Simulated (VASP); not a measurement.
## KI in VASP 6.6.1, single-point calculation

INCAR

```
NSW = 0
LWAVE = .FALSE.
LCHARG = .FALSE.
NELM = 120
LREAL = .FALSE.
PREC = Accurate
SIGMA = 0.02
ISMEAR = -1
ENCUT = 520
NBANDS = 15
ALGO = Fast
IBRION = -1
GGA = PE
LASPH = .TRUE.
ISIF = 2
EDIFF = 1E-7
```

KPOINTS

```
KPOINTS created by Atomic Simulation Environment
0
Gamma
6 6 6
0 0 0
```

POSCAR

```
K  I
 1.0000000000000000
     4.2910852517000002    0.0000000000000000    0.0000000000000000
     0.0000000000000000    4.5339606769999996    0.0000000000000000
     0.0000000000000000    0.0000000000000000    4.2910852517000002
 K   I
   1   1
Cartesian
  0.0000000000000000  0.0000000000000000  0.0000000000000000
  2.1455426258499997  2.2669803384999998  2.1455426258499997
```

The recommended PBE PAW datasets give the neutral cell 16 valence electrons.

Command

```
mpirun -np 1 vasp_std
```

OSZICAR

```
N       E                     dE             d eps       ncg     rms          rms(c)
DAV:   1     0.878240052013E+02    0.87824E+02   -0.64932E+03  1200   0.913E+02
DAV:   2    -0.283805280647E+00   -0.88108E+02   -0.82439E+02  1543   0.214E+02
DAV:   3    -0.529461570151E+01   -0.50108E+01   -0.49890E+01  1674   0.441E+01
DAV:   4    -0.553216123894E+01   -0.23755E+00   -0.23746E+00  1898   0.844E+00
DAV:   5    -0.553419475649E+01   -0.20335E-02   -0.20335E-02  1666   0.810E-01    0.245E+00
RMM:   6    -0.543113705136E+01    0.10306E+00   -0.75912E-02  1497   0.107E+00    0.172E+00
RMM:   7    -0.540849813592E+01    0.22639E-01   -0.10557E-01  1733   0.135E+00    0.712E-01
RMM:   8    -0.541038409058E+01   -0.18860E-02   -0.64407E-03  1606   0.546E-01    0.127E-01
RMM:   9    -0.541044269979E+01   -0.58609E-04   -0.16272E-03  1772   0.207E-01    0.519E-02
RMM:  10    -0.541055359819E+01   -0.11090E-03   -0.42471E-04  1741   0.122E-01    0.335E-02
RMM:  11    -0.541058007533E+01   -0.26477E-04   -0.14231E-04  1921   0.593E-02    0.124E-02
RMM:  12    -0.541058261111E+01   -0.25358E-05   -0.48830E-05  1982   0.317E-02    0.642E-03
RMM:  13    -0.541058499935E+01   -0.23882E-05   -0.18909E-05  2065   0.190E-02    0.371E-03
RMM:  14    -0.541058625513E+01   -0.12558E-05   -0.77858E-06  1969   0.115E-02    0.306E-03
RMM:  15    -0.541058679213E+01   -0.53700E-06   -0.34962E-06  1792   0.753E-03    0.277E-03
RMM:  16    -0.541058723893E+01   -0.44680E-06   -0.18042E-06  1877   0.615E-03    0.943E-04
RMM:  17    -0.541058735553E+01   -0.11660E-06   -0.94191E-07  1702   0.426E-03    0.292E-04
RMM:  18    -0.541058742060E+01   -0.65071E-07   -0.46635E-07  1463   0.295E-03
   1 F= -.54105874E+01 E0= -.54105874E+01  d E =-.181735E-12
```

From OUTCAR

```
k-points           NKPTS =     40   k-points in BZ     NKDIM =     40   number of bands    NBANDS=     15

   NELECT =      16.0000    total number of electrons

   dimension x,y,z NGX =    32 NGY =   36 NGZ =   32
   dimension x,y,z NGXF=    64 NGYF=   72 NGZF=   64

  energy-cutoff  :      520.00
  volume of cell :       83.49
      direct lattice vectors                 reciprocal lattice vectors
     4.291085252  0.000000000  0.000000000     0.233041280  0.000000000  0.000000000
     0.000000000  4.533960677  0.000000000     0.000000000  0.220557713  0.000000000
     0.000000000  0.000000000  4.291085252     0.000000000  0.000000000  0.233041280

 k-points in reciprocal lattice and weights: KPOINTS created by Atomic Simulation Env
   0.00000000  0.00000000  0.00000000       0.005
   0.16666667  0.00000000  0.00000000       0.019
   0.33333333  0.00000000  0.00000000       0.019
   0.50000000  0.00000000  0.00000000       0.009
   0.00000000  0.16666667  0.00000000       0.009
   0.16666667  0.16666667  0.00000000       0.037
   0.33333333  0.16666667  0.00000000       0.037
   0.50000000  0.16666667  0.00000000       0.019
   ...

 E-fermi :   1.1389

 k-point     1 :       0.0000    0.0000    0.0000
  band No.  band energies     occupation
      1     -28.9116      2.00000
      2     -12.3639      2.00000
      3     -12.3639      2.00000
      4     -12.3588      2.00000
      5     -10.4818      2.00000
      6      -0.0116      2.00000
      7       0.3313      2.00000
      8       0.3313      2.00000
      9       3.7015      0.00000
     10       5.3307      0.00000
     11       5.5133      0.00000
     12       8.7498      0.00000
     13       8.7498      0.00000
     14       9.0698      0.00000
     15      10.6053      0.00000

 k-point     2 :       0.1667    0.0000    0.0000
  band No.  band energies     occupation
      1     -28.9105      2.00000
      2     -12.3990      2.00000
      3     -12.3614      2.00000
      4     -12.3560      2.00000
      5     -10.4173      2.00000
      6      -0.3009      2.00000
      7       0.0122      2.00000
      8       0.3579      2.00000
      9       4.2296      0.00000
     10       5.5855      0.00000
     11       6.1178      0.00000
     12       8.6198      0.00000
     13       8.8655      0.00000
     14       8.9359      0.00000
     15      10.0477      0.00000

 k-point     3 :       0.3333    0.0000    0.0000
  band No.  band energies     occupation
      1     -28.9082      2.00000
      2     -12.4656      2.00000
      3     -12.3565      2.00000
      4     -12.3503      2.00000
      5     -10.2869      2.00000
      6      -1.2017      2.00000
      7       0.0605      2.00000
      8       0.4122      2.00000
      9       5.1624      0.00000
     10       6.1653      0.00000
     11       7.2141      0.00000
     12       8.5200      0.00000
     13       8.6239      0.00000
     14       8.8300      0.00000
     15       9.1427      0.00000

 ...

  Total        0.1528483     -0.6191381      0.1528483     -0.0000000      0.0000000      0.0000000
  in kB        2.9333185    -11.8819056      2.9333185     -0.0000000      0.0000000      0.0000000
  external PRESSURE =      -2.0050895 kB  Pullay stress =       0.0000000 kB

 POSITION                                       TOTAL-FORCE (eV/Angst)
 -----------------------------------------------------------------------------------
      0.00000      0.00000      0.00000         0.000000      0.000000      0.000000
      2.14554      2.26698      2.14554         0.000000      0.000000      0.000000
 -----------------------------------------------------------------------------------
    total drift:                                0.000000     -0.000000     -0.000000

  FREE ENERGIE OF THE ION-ELECTRON SYSTEM (eV)
  ---------------------------------------------------
  free  energy   TOTEN  =        -5.4105874206 eV

  energy  without entropy=       -5.4105874206  energy(sigma->0) =       -5.41058742
```

It converged. Results: gap between bands v and c on the k mesh 3.06 eV; least direct gap on the k mesh 3.37 eV; pressure -0.2 GPa. Band v is the last that the valence electrons fill when counted band by band, and c is the next.

For comparison, a separate PBE run of the intended cell, on usual settings and not on those above, gives a gap of 3.06 eV on its mesh and a pressure of -0.2 GPa.

The run above took about 46 s on one core of a shared host (Intel Xeon Platinum 8488C) and held 0.21 GiB at most.
